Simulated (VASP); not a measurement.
# MgH2 (P4_2/mnm) in VASP: a series of runs

The runs below take MgH2 through relaxation of cell and atoms, with PBE, PBEsol.

Everything below comes from runs of VASP 6.6.1. Logs are shortened: lines on timing, memory, paths and dates and some standing lists are left out, and cuts for length are marked.

### 1 The crystal as given

It takes space group P4_2/mnm (No. 136, tetragonal). Conventional cell: a = 4.517 Å, b = 4.517 Å, c = 3.021 Å, α = 90.00°, β = 90.00°, γ = 90.00°. Mg (site symmetry mmm) has 6 H at 1.95 Å as nearest neighbours. Around H (site symmetry m2m) lie 3 Mg at 1.95 Å.

### 2 Relaxation of cell and atoms, PBE

INCAR reads:

```
SYSTEM = MgH2
PREC = Accurate ; ENCUT = 600
EDIFF = 1E-6 ; ISMEAR = 0
SIGMA = 0.03 ; LREAL = .FALSE.
LASPH = .TRUE. ; NELM = 80
ALGO = Normal ; ISIF = 3
LWAVE = .FALSE. ; LCHARG = .FALSE.
GGA = PE ; IBRION = 2
NSW = 90 ; EDIFFG = -0.01
KPAR = 2
```

KPOINTS reads:

```
regular mesh
0
G
  6 6 10
  0 0 0
```

POSCAR reads:

```
MgH2
1.0
    4.5168000000      0.0000000000      0.0000000000
    0.0000000000      4.5168000000      0.0000000000
    0.0000000000      0.0000000000      3.0205000000
Mg H
2 4
Direct
    0.0000000000      0.0000000000      0.0000000000
    0.5000000000      0.5000000000      0.5000000000
    0.3060000000      0.3060000000      0.0000000000
    0.1940000000      0.8060000000      0.5000000000
    0.6940000000      0.6940000000      0.0000000000
    0.8060000000      0.1940000000      0.5000000000
```

Potentials or basis: VASP PAW PBE potentials, release 64 (Mg, H).

Launch:

```bash
> cat potpaw_PBE.64/Mg/POTCAR potpaw_PBE.64/H/POTCAR > POTCAR
> mpirun -np 2 vasp_std > vasp.out
```

OUTCAR:

```text
SYSTEM = MgH2
   PREC = Accurate
   ENCUT = 600
   EDIFF = 1E-6
   ISMEAR = 0
   LREAL = .FALSE.
   LASPH = .TRUE.
   NELM = 80
   ISIF = 3
   GGA = PE
   IBRION = 2
   NSW = 90
   EDIFFG = -0.01

 ion  position               nearest neighbor table
   1  0.000  0.000  0.000-   4 1.95   6 1.95   4 1.95   6 1.95   5 1.95   3 1.95   2 3.53   2 3.53
                             2 3.53   2 3.53   2 3.53   2 3.53   2 3.53   2 3.53
   2  0.500  0.500  0.500-   3 1.95   5 1.95   3 1.95   5 1.95   4 1.95   6 1.95   1 3.53   1 3.53
                             1 3.53   1 3.53   1 3.53   1 3.53   1 3.53   1 3.53
   3  0.306  0.306  0.000-   2 1.95   2 1.95   1 1.95
   4  0.194  0.806  0.500-   1 1.95   1 1.95   2 1.95
   5  0.694  0.694  0.000-   2 1.95   2 1.95   1 1.95
   6  0.806  0.194  0.500-   1 1.95   1 1.95   2 1.95

  LATTYP: Found a simple tetragonal cell.
 ALAT       =     4.5168000000
 C/A-ratio  =     0.6687256465

  Lattice vectors:

 A1 = (   4.5168000000,   0.0000000000,   0.0000000000)
 A2 = (   0.0000000000,   4.5168000000,   0.0000000000)
 A3 = (   0.0000000000,   0.0000000000,   3.0205000000)

Analysis of symmetry for initial positions (statically):
=====================================================================
 Subroutine PRICEL returns:
 Original cell was already a primitive cell.

 Routine SETGRP: Setting up the symmetry group for a
 simple tetragonal supercell.

 Subroutine GETGRP returns: Found 16 space group operations
 (whereof  8 operations were pure point group operations)
 out of a pool of 16 trial point group operations.

The static configuration has the point symmetry D_2h.
 The point group associated with its full space group is D_4h.

Analysis of symmetry for dynamics (positions and initial velocities):
=====================================================================
 Subroutine PRICEL returns:
 Original cell was already a primitive cell.

 Routine SETGRP: Setting up the symmetry group for a
 simple tetragonal supercell.

 Subroutine GETGRP returns: Found 16 space group operations
 (whereof  8 operations were pure point group operations)
 out of a pool of 16 trial point group operations.

The dynamic configuration has the point symmetry D_2h.
 The point group associated with its full space group is D_4h.

 Subroutine INISYM returns: Found 16 space group operations
 (whereof  8 operations are pure point group operations),
 and found     1 'primitive' translations

----------------------------------------------------------------------------------------

                                     Primitive cell

  volume of cell :      61.6227

  direct lattice vectors                    reciprocal lattice vectors
     4.516800000  0.000000000  0.000000000     0.221395678  0.000000000  0.000000000
     0.000000000  4.516800000  0.000000000     0.000000000  0.221395678  0.000000000
     0.000000000  0.000000000  3.020500000     0.000000000  0.000000000  0.331071015

  length of vectors
     4.516800000  4.516800000  3.020500000     0.221395678  0.221395678  0.331071015

  position of ions in fractional coordinates (direct lattice)
     0.000000000  0.000000000  0.000000000
     0.500000000  0.500000000  0.500000000
     0.306000000  0.306000000  0.000000000
     0.194000000  0.806000000  0.500000000
     0.694000000  0.694000000  0.000000000
     0.806000000  0.194000000  0.500000000

  ion indices of the primitive-cell ions
   primitive index   ion index
                 1           1
                 2           2
                 3           3
                 4           4
                 5           5
                 6           6

----------------------------------------------------------------------------------------

 KPOINTS: regular mesh

Automatic generation of k-mesh.
 Grid dimensions read from file:
 generate k-points for:    6    6   10

 Generating k-lattice:

  Cartesian coordinates                     Fractional coordinates (reciprocal lattice)
     0.036899280  0.000000000  0.000000000     0.166666667  0.000000000  0.000000000
     0.000000000  0.036899280  0.000000000     0.000000000  0.166666667  0.000000000
     0.000000000  0.000000000  0.033107101     0.000000000  0.000000000  0.100000000

  Length of vectors
     0.036899280  0.036899280  0.033107101

  Shift w.r.t. Gamma in fractional coordinates (k-lattice)
     0.000000000  0.000000000  0.000000000

 Subroutine IBZKPT returns following result:
 ===========================================

 Found     60 irreducible k-points:

 Following reciprocal coordinates:
            Coordinates               Weight
  0.000000  0.000000  0.000000      1.000000
  0.166667  0.000000  0.000000      4.000000
  0.333333  0.000000  0.000000      4.000000
  0.500000  0.000000  0.000000      2.000000
  0.166667  0.166667  0.000000      4.000000
  0.333333  0.166667  0.000000      8.000000
[... 16 lines left out ...]
  0.333333  0.000000  0.200000      8.000000
  0.500000  0.000000  0.200000      4.000000
 [... further k-points ...]
   k-points           NKPTS =     60   k-points in BZ     NKDIM =     60   number of bands    NBANDS=      8
   number of dos      NEDOS =    301   number of ions     NIONS =      6
   total plane-waves  NPLWV =  31104
   dimension x,y,z NGX =    36 NGY =   36 NGZ =   24
   dimension x,y,z NGXF=    72 NGYF=   72 NGZF=   48
   ions per type =               2   4
   NGX,Y,Z   is equivalent  to a cutoff of  13.25, 13.25, 13.21 a.u.
   NGXF,Y,Z  is equivalent  to a cutoff of  26.50, 26.50, 26.42 a.u.
 SYSTEM =  MgH2
   PREC   = accura    normal or accurate (medium, high low for compatibility)
   ISTART =      0    job   : 0-new  1-cont  2-samecut
   ICHARG =      2    charge: 1-file 2-atom 10-const
   ISPIN  =      1    spin polarized calculation?
   LNONCOLLINEAR =      F non collinear calculations
   LSORBIT =      F    spin-orbit coupling
   LASPH  =      T    aspherical Exc in radial PAW
   ENCUT  =  600.0 eV  44.10 Ry    6.64 a.u.   9.02  9.02  6.03*2*pi/ulx,y,z
   NELM   =     80;   NELMIN=  2; NELMDL= -5     # of ELM steps
   EDIFF  = 0.1E-05   stopping-criterion for ELM
   LREAL  =      F    real-space projection
   EDIFFG = -.1E-01   stopping-criterion for IOM
   NSW    =     90    number of steps for IOM
   IBRION =      2    ionic relax: 0-MD 1-quasi-New 2-CG
   NFREE  =      1    steps in history (QN), initial steepest desc. (CG)
   ISIF   =      3    stress and relaxation
   ISYM   =      2    0-nonsym 1-usesym 2-fastsym
   POTIM  = 0.5000    time-step for ionic-motion
   TEBEG  =    0.0;   TEEND  =   0.0 temperature during run
   PSTRESS=    0.0 pullay stress
   NELECT =       8.0000    total number of electrons
   NUPDOWN=      -1.0000    fix difference up-down
   EMIN   =  10.00;   EMAX   =-10.00  energy-range for DOS
   EFERMI =   0.00;   METHOD = LEGACY
   ISMEAR =     0;   SIGMA  =   0.03  broadening in eV -4-tet -1-fermi 0-gaus
   EFERMI_NEDOS =   21; number of points for ismear=-14 and -15
   IALGO  =     38    algorithm
   IMIX   =      4    mixing-type and parameters
     AMIX     =   0.40;   BMIX     =  1.00
     AMIX_MAG =   1.60;   BMIX_MAG =  1.00
  volume/ion in A,a.u.               =      10.27        69.31
  Fermi-wavevector in a.u.,A,eV,Ry     =   0.828943  1.566475  9.349194  0.687146
  Thomas-Fermi vector in A             =   1.941405
   LORBIT       =      0    0 simple, 1 ext, 2 COOP (PROOUT), +10 PAW based schemes
   GGA     = PE    functional components
   LHFCALC =     F    Hartree Fock is set to
   AEXX    =    0.0000 exact exchange contribution
   IVDW    =     0    specifies the selected vdW correction
   LEPSILON=     F    determine dielectric tensor
   LRPA    =     F    only Hartree local field effects (RPA)
 conjugate gradient relaxation of ions
 non-spin polarized calculation
 Gauss-broadening in eV      SIGMA  =   0.03
  energy-cutoff  :      600.00
  volume of cell :       61.62
 maximum number of plane-waves:      2080
   NGX = 19   NGY = 19   NGZ = 13

--------------------------------------- Ionic step        1  -------------------------------------------

 number of electron       8.0000004 magnetization

 Free energy of the ion-electron system (eV)
  ---------------------------------------------------
  ext. energy  EPLUGINS =         0.00000000
  ---------------------------------------------------
  free energy    TOTEN  =       -17.65336236 eV

  energy without entropy =      -17.65336236  energy(sigma->0) =      -17.65336236

------------------------ aborting loop because EDIFF is reached ----------------------------------------

  FORCE on cell =-STRESS in cart. coord.  units (eV):
  Direction    XX          YY          ZZ          XY          YZ          ZX
  --------------------------------------------------------------------------------------
  -------------------------------------------------------------------------------------
  Total       -0.0910623     -0.0910623     -0.1791988      0.0000000      0.0000000      0.0000000
  in kB       -2.3676008     -2.3676008     -4.6591336      0.0000000      0.0000000      0.0000000
  external PRESSURE =      -3.1314451 kB  Pullay stress =       0.0000000 kB
[... 105 lines left out ...]
  energy  without entropy=      -17.6549340107  energy(sigma->0) =      -17.65493401

--------------------------------------- Ionic step        4  -------------------------------------------

 number of electron       8.0000003 magnetization

 Free energy of the ion-electron system (eV)
  ---------------------------------------------------
  ext. energy  EPLUGINS =         0.00000000
  ---------------------------------------------------
  free energy    TOTEN  =       -17.65501997 eV

  energy without entropy =      -17.65501997  energy(sigma->0) =      -17.65501997

 E-fermi :  -0.4588     XC(G=0):  -8.4113

 val. band max:       -0.5912872652   @ k =   0.1667   0.1667   0.1000
 cond. band min:       3.2162839689   @ k =   0.3333   0.3333   0.5000
 fundamental gap:      3.8075712341
 Fermi energy:        -0.4587851401

 k-point     1 :       0.0000    0.0000    0.0000
  band No.  band energies     occupation
      1      -7.0329      2.00000
      2      -2.0453      2.00000
      3      -2.0453      2.00000
      4      -1.0327      2.00000
      5       4.1466      0.00000
      6       4.4435      0.00000
      7       8.5753      0.00000
      8       8.5753      0.00000
[... 243 lines left out ...]
 k-point    24 :       0.5000    0.0000    0.2000
  band No.  band energies     occupation
      1      -4.8659      2.00000
      2      -4.8659      2.00000
      3      -0.9324      2.00000
      4      -0.9324      2.00000
      5       5.1929      0.00000
      6       5.1929      0.00000
      7       7.2908      0.00000
      8       7.2908      0.00000

 [... further k-points ...]

------------------------ aborting loop because EDIFF is reached ----------------------------------------

  FORCE on cell =-STRESS in cart. coord.  units (eV):
  Direction    XX          YY          ZZ          XY          YZ          ZX
  --------------------------------------------------------------------------------------
  -------------------------------------------------------------------------------------
  Total        0.0240384      0.0240384      0.0177698     -0.0000000      0.0000000      0.0000000
  in kB        0.6296337      0.6296337      0.4654414     -0.0000000      0.0000000      0.0000000
  external PRESSURE =       0.5749029 kB  Pullay stress =       0.0000000 kB
[... 21 lines left out ...]
  FREE ENERGIE OF THE ION-ELECTRON SYSTEM (eV)
  ---------------------------------------------------
  free  energy   TOTEN  =       -17.6550199699 eV

  energy  without entropy=      -17.6550199699  energy(sigma->0) =      -17.65501997

 reached required accuracy - stopping structural energy minimisation
```

It took 18 s on 2 MPI ranks of Intel Xeon Platinum 8488C (Sapphire Rapids), shared host; peak memory 0.19 GiB.

Results:

```yaml
Free_energy: -17.6550 eV
Relaxed_volume: 10.19 Å³/atom
Relaxed_cell: a = 4.509 Å, b = 4.509 Å, c = 3.009 Å, α = 90.00°, β = 90.00°, γ = 90.00°
Space_group_after_relaxing_to_0.05_Å: P4_2/mnm (No. 136)
Energy_gained_by_relaxing: 0.3 meV/atom
Ionic_steps: 4
Pressure_after_relaxing: 0.1 GPa
Largest_force_after_relaxing: 0.004 eV/Å
Band_gap_on_the_k_mesh: 3.81 eV, indirect (least direct gap 4.56 eV)
```

Forces in eV/Å, atoms in the order of the input:
```
Mg   0.000  0.000  0.000
Mg   0.000  0.000  0.000
H   -0.003 -0.003  0.000
H    0.003 -0.003  0.000
H    0.003  0.003  0.000
H   -0.003  0.003  0.000
```

The path:
```csv
step,energy change (eV),largest force (eV/Å),pressure (GPa),volume (Å³)
1,0.0000,0.0586,-0.31,61.62
2,-0.0009,0.0433,-0.17,61.44
3,-0.0016,0.0123,0.13,61.09
4,-0.0017,0.0045,0.06,61.17
```

Final structure:
```
Mg H
1.0
     4.50885    0.00000    0.00000
     0.00000    4.50885    0.00000
     0.00000    0.00000    3.00882
Mg H
2 4
Direct
  0.00000 0.00000 0.00000
  0.50000 0.50000 0.50000
  0.30449 0.30449 0.00000
  0.19551 0.80449 0.50000
  0.69551 0.69551 0.00000
  0.80449 0.19551 0.50000
```

A k mesh can miss the band edges. A hybrid or GW would open this gap; PBE tends to underestimate it.

(Continued in part 2 of 2.)
